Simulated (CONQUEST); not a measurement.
PbS under changes of volume

One of the cells (26.664 Å³/atom); the others are scaled copies at fixed shape and fractional positions:

```xyz
8
Lattice="4.1599 0.0000 0.0000 0.0000 4.2793 0.0000 0.0000 0.0000 11.9826" Properties=species:S:1:pos:R:3 pbc="T T T"
Pb    0.0000    1.0698    1.5645
Pb    2.0800    1.0698    7.5558
Pb    0.0000    3.2095   10.4181
Pb    2.0800    3.2095    4.4268
S     0.0000    1.0698    4.2514
S     2.0800    1.0698   10.2427
S     0.0000    3.2095    7.7312
S     2.0800    3.2095    1.7399
```

Measurements of this composition are mostly on another form, of space group No. 225.

```yaml
Program: CONQUEST 1.3
Functional: PBE
Potentials_or_basis: PseudoDojo NC PBE, DZ, grid of 40 × 40 × 120 points
k_mesh: 7 × 6 × 3
Occupations: fermi-dirac, width 0.05 eV
Spin: no spin polarisation
```

```csv
volume (Å³/atom),energy over the lowest point (meV/atom),pressure (GPa),gap on the mesh (eV),largest force (eV/Å)
25.064,82.30,8.6,1.22,1.462
25.597,?,?,?,?
26.130,36.64,5.3,1.30,1.058
26.664,21.09,4.0,1.34,0.893
27.197,10.27,2.6,1.36,0.718
27.730,3.40,1.6,1.39,0.559
28.263,0.00,0.5,1.40,0.414
```

Question: What does the run at 25.597 Å³/atom give?

Answer: Energy over the lowest point 56.80 meV/atom; pressure 6.8 GPa; gap on the mesh 1.26 eV; largest force 1.252 eV/Å.

Worked out: A Birch-Murnaghan fit of order 3 (a polynomial in V^(-2/3)) to the other rows has its minimum at 28.53 Å³/atom, just outside them, with B0 = V·E''(V) = 51 GPa and B' = 4.1 at fixed shape and positions, which overstates the stiffness. It gives 56.76 meV/atom at 25.597 Å³/atom, against the run's 56.80, and -dE/dV = 6.8 GPa, against 6.8. A parabola through the other rows of the gap, of slope 2.02 eV per unit of ln V there, gives 1.26 eV, against the run's 1.26.

Energies are extrapolated to zero smearing.

Caveats: the atomic basis is small; spin-orbit coupling is left out, which as a rule narrows the gap of such compounds by several tenths of an eV; an odd mesh through Γ misses points on the zone boundary, where band edges often lie; this functional lacks dispersion, which binds the layers, so the pressure and a relaxed spacing across them are unreliable; the basis of atomic orbitals isn't converged, which shifts pressures, moduli and gaps; forces of over 1 eV/Å show positions far from the minimum, so gaps and moduli don't describe the material at rest (some runs).
